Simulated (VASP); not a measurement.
BN: dielectric tensor with PBE

The system is BN.

```xyz
4
Lattice="2.5065 0.0000 0.0000 -1.2533 2.1707 0.0000 0.0000 0.0000 6.5737" Properties=species:S:1:pos:R:3 pbc="T T T"
B     0.0000    1.4471    1.6434
B     1.2533    0.7236    4.9303
N     0.0000    1.4471    4.9303
N     1.2533    0.7236    1.6434
```

```
Program                : VASP 6.6.1
Task                   : dielectric tensor
Functional             : PBE
Potentials or basis    : VASP PAW PBE potentials, release 64 (B, N)
Cutoff                 : 520 eV
k mesh                 : 21 × 21 × 7
Occupations            : gaussian, width 0.03 eV
Spin                   : no spin polarisation
Monkhorst-Pack mesh    : no
Further INCAR settings : ALGO = Normal; EDIFF = 1e-08
```

The band gap on the k mesh is 4.24 eV, indirect (least direct gap 4.65 eV) and the electronic dielectric tensor (diagonal) is 4.79, 4.79, 2.74. The born charges (mean of the diagonal) is B +2.07; N -2.07 e.

Levels at points of the mesh, in eV from the valence-band top:
```tsv
k point	band 4	band 5	band 6	band 7	band 8	band 9	band 10	band 11	band 12
(0.00, 0.00, 0.00)	-4.05	-1.38	-1.38	-1.33	-1.33	5.28	10.38	11.48	11.48
```

Electronic dielectric tensor:
```
4.79 0.00 0.00
0.00 4.79 0.00
0.00 0.00 2.74
```

Born effective charge tensors (e):
atom 1, B
```
2.71 0.00 0.00
0.00 2.71 0.00
0.00 0.00 0.77
```
atom 2, B
```
2.71 0.00 0.00
0.00 2.71 0.00
0.00 0.00 0.77
```
atom 3, N
```
-2.71  0.00  0.00
 0.00 -2.71  0.00
 0.00  0.00 -0.77
```
atom 4, N
```
-2.71  0.00  0.00
 0.00 -2.71  0.00
 0.00  0.00 -0.77
```

It took 4.3 min on 2 MPI ranks on AMD EPYC 9R45 (Zen 5), on a shared host, peak memory 0.52 GiB a rank.

Caveat: an odd mesh through Γ misses points on the zone boundary, where band edges often lie.
